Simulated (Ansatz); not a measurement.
Recipe of this trial structure of Ca4B3: random cell by space group and Wyckoff sites (P4mm, No. 99). Lengths were set from tabulated atomic sizes, so they are only a guess.

```yaml
crystal:
  lattice:
    - [3.95081, 0.00000, 0.00000]
    - [0.00000, 3.95081, 0.00000]
    - [0.00000, 0.00000, 8.28954]
  atoms:
    - { symbol: Ca, position: [0.50000, 0.50000, 0.51889] }
    - { symbol: Ca, position: [0.00000, 0.00000, 0.98731] }
    - { symbol: Ca, position: [0.50000, 0.00000, 0.71534] }
    - { symbol: Ca, position: [0.00000, 0.50000, 0.71534] }
    - { symbol: B, position: [0.50000, 0.50000, 0.79513] }
    - { symbol: B, position: [0.00000, 0.00000, 0.72524] }
    - { symbol: B, position: [0.00000, 0.00000, 0.35996] }
```

These are results of DFT PBE, scalar-relativistic, plane waves, PAW (Ansatz 0.2.0), not measurements. Cutoff 420 eV, Gaussian smearing, Γ-centred meshes. Cell and atoms relax first on a coarse mesh and then on a finer one. In between, the cell is made exact in the group found at 0.06 Å. In metals the finer mesh still leaves noise of several meV/atom or more. The steps can't lower the symmetry of their start. No spin polarisation.

A guess keeps its type if space group and coordination stay and the shape of the cell changes little (axis ratios within about 15 %, angles within 6°); the volume may change.

Problem. Does it keep its structure type, or change into something else?

Solution. It doesn't keep its type. The symmetry stays P4mm (No. 99). The volume per atom grows by 23.8 %, from 18.5 to 22.9 Å³. The shortest distance goes from 1.98 Å (Ca–B) to 1.53 Å (B–B). The ratio c/a of the conventional cell changes by a factor of 0.89. Counting neighbours within 15 % of an atom's shortest distance, the start has B 5/6, Ca 1/4/5 and the end B 1/5, Ca 1/4/5. In detail, at the end Ca on a site of symmetry 4mm is surrounded by 5 B at 3.14–3.16 Å and 4 B at 3.67 Å; Ca on a second site of symmetry 4mm has 1 B at 2.61 Å and 4 B at 3.26 Å; around B on its first site lie 4 Ca at 2.82 Å and 5 Ca at 3.16–3.26 Å; 3 more sites not described.

```
CELL_PARAMETERS angstrom
4.40169 0.00000 0.00000
0.00000 4.40169 0.00000
0.00000 0.00000 8.26563
ATOMIC_POSITIONS crystal
Ca 0.50000 0.50000 0.33906
Ca 0.00000 0.00000 0.07283
Ca 0.50000 0.00000 0.74299
Ca 0.00000 0.50000 0.74299
B 0.50000 0.50000 0.95670
B 0.00000 0.00000 0.57405
B 0.00000 0.00000 0.38860
```

The last run used a 10×10×6 mesh (in the run's order of axes) for its 7-atom cell and Gaussian smearing of 0.10 eV. The cell is a metal run without spin; a magnetic state may lie lower. A later test with randomly moved atoms led to a structure 95 meV/atom lower, so this end is a saddle point or a shallow minimum.

In counts of neighbours, a slash parts the counts of unlike sites.
